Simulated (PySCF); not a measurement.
Job file and geometry (Å, from GFN2-xTB) of an NMR shielding run on `InChI=1S/C6H15N/c1-4-7(5-2)6-3/h4-6H2,1-3H3`, GIAO PBE0/pcSseg-1 NMR shielding, non-relativistic, gas phase (PySCF); density fitting, a coarse starting grid and PySCF grid level 2 are the driver's defaults:

```
{"job": {"kind": "nmr", "xc": "PBE0", "basis": "pcSseg-1"}, "charge": 0, "multiplicity": 1}
C     -1.971199    -1.596603     0.091934
C     -0.871795    -0.969802     0.960774
N     -0.024909     0.000646     0.302355
C     -0.716888     1.173622    -0.190313
C      0.202923     2.391664    -0.209952
C      0.946300    -0.565814    -0.619929
C      2.362825    -0.452785    -0.056239
H     -2.676680    -0.838895    -0.240243
H     -1.544967    -2.078113    -0.785685
H     -2.512759    -2.343836     0.666212
H     -0.222570    -1.759620     1.348245
H     -1.337413    -0.474688     1.819215
H     -1.133295     1.021028    -1.202230
H     -1.549403     1.377410     0.487581
H     -0.361556     3.278107    -0.490041
H      0.632345     2.544213     0.776418
H      1.011582     2.259177    -0.923602
H      0.898216    -0.048261    -1.584042
H      0.727094    -1.622603    -0.809026
H      3.079466    -0.902083    -0.740271
H      2.424682    -0.962777     0.901546
H      2.627591     0.589400     0.095659
```

**Question.** What does the program print?

**Answer.** 
```
coarse grid: 16880 points
cycle   1  E = -291.9100450939  dE =  5.059e-01  |g| = 4.542e-01  |ddm| = 3.855e+00
cycle   2  E = -291.9018714571  dE =  8.174e-03  |g| = 4.994e-01  |ddm| = 9.509e-01
cycle   3  E = -291.9664516617  dE = -6.458e-02  |g| = 4.719e-02  |ddm| = 5.353e-01
cycle   4  E = -291.9667259263  dE = -2.743e-04  |g| = 2.971e-02  |ddm| = 6.753e-02
cycle   5  E = -291.9669098860  dE = -1.840e-04  |g| = 4.328e-03  |ddm| = 3.213e-02
cycle   6  E = -291.9669134337  dE = -3.548e-06  |g| = 9.481e-04  |ddm| = 4.240e-03
final grid: 158824 points
cycle   7  E = -292.0103544664  dE = -6.845e-05  |g| = 1.033e-02  |ddm| = 4.088e-02
cycle   8  E = -292.0103471629  dE =  7.304e-06  |g| = 1.162e-02  |ddm| = 2.040e-02
cycle   9  E = -292.0103823031  dE = -3.514e-05  |g| = 6.804e-04  |ddm| = 1.116e-02
cycle  10  E = -292.0103823791  dE = -7.607e-08  |g| = 3.632e-04  |ddm| = 1.074e-03
cycle  11  E = -292.0103824057  dE = -2.657e-08  |g| = 4.893e-05  |ddm| = 3.274e-04
cycle  12  E = -292.0103824062  dE = -4.401e-10  |g| = 1.662e-05  |ddm| = 6.392e-05
converged SCF energy = -292.0103824062

GIAO shielding tensors (ppm)
atom      isotropic    diamagn.    paramagn.     s11        s22        s33       span
  0 C      178.185     249.989     -71.803    166.308    181.040    187.207     20.899
  1 C      132.293     245.154    -112.860    108.438    119.604    168.837     60.399
  2 N      208.924     327.758    -118.834    178.437    208.921    239.415     60.978
  3 C      133.739     247.732    -113.994    111.852    121.411    167.952     56.099
  4 C      167.264     247.515     -80.251    149.467    167.069    185.256     35.789
  5 C      137.210     248.086    -110.876    110.720    128.095    172.815     62.095
  6 C      165.849     246.826     -80.977    146.398    164.066    187.082     40.683
  7 H       30.592      31.257      -0.665     25.629     30.561     35.586      9.957
  8 H       30.618      31.593      -0.975     25.838     30.535     35.480      9.642
  9 H       31.325      28.919       2.406     27.040     27.942     38.993     11.953
 10 H       28.841      32.464      -3.623     22.999     29.240     34.284     11.285
 11 H       28.771      32.172      -3.401     23.031     28.823     34.459     11.428
 12 H       29.044      33.018      -3.974     23.594     29.908     33.630     10.036
 13 H       29.320      33.101      -3.781     23.778     29.830     34.352     10.574
 14 H       30.695      28.910       1.785     26.146     27.649     38.289     12.143
 15 H       30.575      30.878      -0.303     27.114     28.607     36.006      8.892
 16 H       30.609      31.471      -0.862     26.436     30.443     34.948      8.512
 17 H       29.575      33.587      -4.012     26.088     29.006     33.631      7.543
 18 H       29.033      33.354      -4.321     23.409     30.513     33.176      9.767
 19 H       30.923      29.154       1.769     26.415     27.584     38.769     12.354
 20 H       30.473      30.899      -0.426     26.379     29.241     35.799      9.420
 21 H       30.667      31.214      -0.547     26.083     30.761     35.157      9.074
```

**Question.** Turn these shieldings into chemical shifts. δ = σ(ref) − σ, references computed at the same level: TMS for 13C (σref 186.93) and 1H (σref 31.72); 15N (σref 267.73) vs NH3.

**Answer.** Averaging equivalent atoms: C 1/3/5: 52.5; C 0/4/6: 16.5; N 2: 58.8; H 10/11/12/13/17/18: 2.62; H 7/8/9/14/15/16/19/20/21: 1.00 ppm. Experimental scales use liquid or dissolved standards, which lie at an offset from isolated NH3 (liquid NH3: subtract about 20 ppm).

Size and cost of the density-fitted run: 194 basis functions, 41 s wall time on 1 thread of an x86-64 server CPU, shared host.
